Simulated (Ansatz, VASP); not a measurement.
# C: VASP beside Ansatz

The input INCAR:

```
SYSTEM = C
PREC = Accurate ; ENCUT = 520
EDIFF = 1E-7 ; ISMEAR = 0
SIGMA = 0.05 ; LREAL = .FALSE.
LASPH = .TRUE. ; NELM = 80
ALGO = Normal ; ISIF = 2
LWAVE = .FALSE. ; LCHARG = .FALSE.
GGA = PE ; NBANDS = 11
```

File KPOINTS:

```
regular mesh
0
G
  12 12 12
  0 0 0
```

The input POSCAR:

```
C
1.0
    0.0000000000      1.7120640000      1.8547360000
    1.7120640000      0.0000000000      1.8547360000
    1.7120640000      1.7120640000      0.0000000000
C
2
Direct
    0.5000000000      0.5000000000      0.5000000000
    0.7500000000      0.7500000000      0.7500000000
```

Input for Ansatz:

```yaml
crystal:
  lattice:
    - [0.0, 1.712064, 1.854736]
    - [1.712064, 0.0, 1.854736]
    - [1.712064, 1.712064, 0.0]
  atoms:
    - { symbol: C, position: [0.5, 0.5, 0.5] }
    - { symbol: C, position: [0.75, 0.75, 0.75] }
basis:
  ecutwfc: 420
kpoints:
  mp_grid: { grid: [12, 12, 12] }
hamiltonian:
  xc: pbe
scf:
  occupations: { method: gaussian, width: 0.05 }
output:
  forces: true
  stress: true
  eigenvalues: true
```

Change from the starting cell: strain -0.040 along x and y, +0.040 along z, atoms carried along.

Alike in both runs: task single point; functional PBE; k mesh 12 × 12 × 12; occupations gaussian, width 0.05 eV; no spin polarisation.

|  | VASP | Ansatz |
| --- | --- | --- |
| version | VASP 6.6.1 | Ansatz 0.2.0 |
| potentials or method | VASP PAW PBE potentials, release 64 (C) | scalar-relativistic, plane waves, PAW |
| plane-wave cutoff (eV) | 520 | 420 |
| valence electrons in the cell | 8 | 8 |

VASP gave:

```
gap on the k mesh at the Fermi level (eV)       : 3.22
least direct gap on the mesh (eV)               : 4.98
pressure (GPa)                                  : 22.9
largest component of the traceless stress (GPa) : 56.10
```

Q: What did Ansatz give for the same quantities?

A: gap on the k mesh at the Fermi level (eV): 3.23; least direct gap on the mesh (eV): 4.99; pressure (GPa): 22.0; largest component of the traceless stress (GPa): 56.13.

Caveats: so large a pressure means that the cell lies far from this level's equilibrium, or that cutoff or potentials fall short (VASP).
